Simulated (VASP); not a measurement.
Here is a VASP 6.6.1 calculation.

Contents of INCAR:

```
SYSTEM = AlN
PREC = Accurate
ENCUT = 600
EDIFF = 1E-7
ISMEAR = 0
SIGMA = 0.02
LREAL = .FALSE.
LASPH = .TRUE.
NELM = 100
ALGO = Normal
ISIF = 3
LWAVE = .FALSE.
LCHARG = .FALSE.
GGA = PE
IBRION = 2
NSW = 100
EDIFFG = -0.005
```

Contents of KPOINTS:

```
regular mesh
0
G
  12 12 6
  0 0 0
```

File POSCAR:

```
AlN
1.0
    3.1285881360      0.0000000000      0.0000000000
   -1.5642940680      2.7094368037      0.0000000000
    0.0000000000      0.0000000000      5.0169550000
Al N
2 2
Direct
    0.6666666700      0.3333333300      0.4992870000
    0.3333333300      0.6666666700      0.9992870000
    0.6666666700      0.3333333300      0.8807130000
    0.3333333300      0.6666666700      0.3807130000
```

Potentials or basis: VASP PAW PBE potentials, release 64 (Al, N).

The run is started by

```bash
$ cat potpaw_PBE.64/Al/POTCAR potpaw_PBE.64/N/POTCAR > POTCAR
$ mpirun -np 1 vasp_std > vasp.out
```

Problem. Predict the band gap on the k mesh.

Solution. 4.06 eV, direct.

Problem. Predict the space group after relaxing (to 0.05 Å).

Solution. P6_3mc (No. 186).

Problem. Estimate the relaxed volume.

Solution. 10.62 Å³/atom.

Problem. Predict the relaxed cell.

Solution. a = 3.128 Å, b = 3.128 Å, c = 5.016 Å, α = 90.00°, β = 90.00°, γ = 120.00°.

Final structure:
```cif
data_structure
_symmetry_space_group_name_H-M 'P 1'
_symmetry_Int_Tables_number 1
_cell_length_a 3.1278
_cell_length_b 3.1278
_cell_length_c 5.0155
_cell_angle_alpha 90.000
_cell_angle_beta 90.000
_cell_angle_gamma 120.000
_cell_volume 42.49
loop_
_atom_site_label
_atom_site_type_symbol
_atom_site_fract_x
_atom_site_fract_y
_atom_site_fract_z
_atom_site_occupancy
Al1 Al 0.66667 0.33333 0.49927 1
Al2 Al 0.33333 0.66667 0.99927 1
N1 N 0.66667 0.33333 0.88073 1
N2 N 0.33333 0.66667 0.38073 1
```

A k mesh can miss the band edges.
